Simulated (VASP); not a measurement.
Fe, 1 atom in the cell. It takes space group Im-3m (No. 229, cubic). Conventional cell: a = 2.886 Å, b = 2.886 Å, c = 2.886 Å, α = 90.00°, β = 90.00°, γ = 90.00°. Fe (site symmetry m-3m) is surrounded by 8 Fe at 2.50 Å. 

```yaml
Program: VASP 6.6.1
Task: relaxation of cell and atoms
Functional: BLYP
Dispersion: D4
Potentials_or_basis: VASP PAW PBE potentials, release 64 (Fe)
Cutoff: 600 eV
k_mesh: 13 × 13 × 13
Occupations: fermi-dirac, width 0.05 eV
Spin: collinear spin, ferromagnetic start
Starting_moments: "[3.0] μB"
Further_INCAR_settings: ALGO = Normal; EDIFF = 1e-06; IBRION = 2; EDIFFG = -0.01; NSW = 60; ISIF = 3
```

Potentials or basis: VASP PAW PBE potentials, release 64 (Fe).

Run with:

```sh
$ cat potpaw_PBE.64/Fe/POTCAR > POTCAR
$ mpirun -np 1 vasp_std > vasp.out
```

Hardware: 1 thread of Intel(R) Xeon(R) 6975P-C (Granite Rapids) (shared host).

Problem. How long does it take, and how much memory?

Solution. It took 34 s on 1 thread of Intel(R) Xeon(R) 6975P-C (Granite Rapids) (shared host), peak memory 0.15 GiB. Counts: scf iterations 32, k points 84, ion steps 3.
